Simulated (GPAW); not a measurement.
**Equation of state of Ni under PBEsol+D3(BJ)**

Symmetry: Fm-3m, No. 225, cubic system. Conventional cell: a = 3.475 Å, b = 3.475 Å, c = 3.475 Å, α = 90.00°, β = 90.00°, γ = 90.00°. Ni (site symmetry m-3m) is surrounded by 12 Ni at 2.46 Å.

The cell was scaled at fixed shape and fractions and run with GPAW, PAW data sets generated for this functional, cutoff 600 eV; PBEsol+D3(BJ), k mesh 11 × 11 × 11 on the cell of 1 atom, fermi-dirac occupations of 0.05 eV, collinear spin, ferromagnetic start, no spin-orbit coupling. Energies are those that the program minimises, any entropy of the smearing included. For a metal such a mesh isn't converged to the digits shown. The magnetic state is the one that the start led to, which needn't be the lowest.

```tsv
V (Å³/atom)	energy over the lowest row (meV/atom)
9.8625	10.40
10.0723	?
10.2822	0.00
10.4920	5.14
10.7019	16.11
10.9117	32.26
11.1215	52.90
```

Task: Fit the third-order Birch-Murnaghan form, give V0, B0 and B′, and predict the energy left open.

Result: With y = (V0/V)^(2/3), E = E0 + (9 V0 B0/16) [(y - 1)³ B′ + (y - 1)² (6 - 4y)]. Least squares through the rows shown give V0 = 10.2204 Å³/atom, E0 = -0.30 meV, B0 = 254.6 GPa (1 eV/Å³ = 160.218 GPa) and B′ = 5.07, with a largest miss of 0.01 meV. At V = 10.0723 the form with these constants gives 1.46 meV; the run gave 1.47 meV an atom.
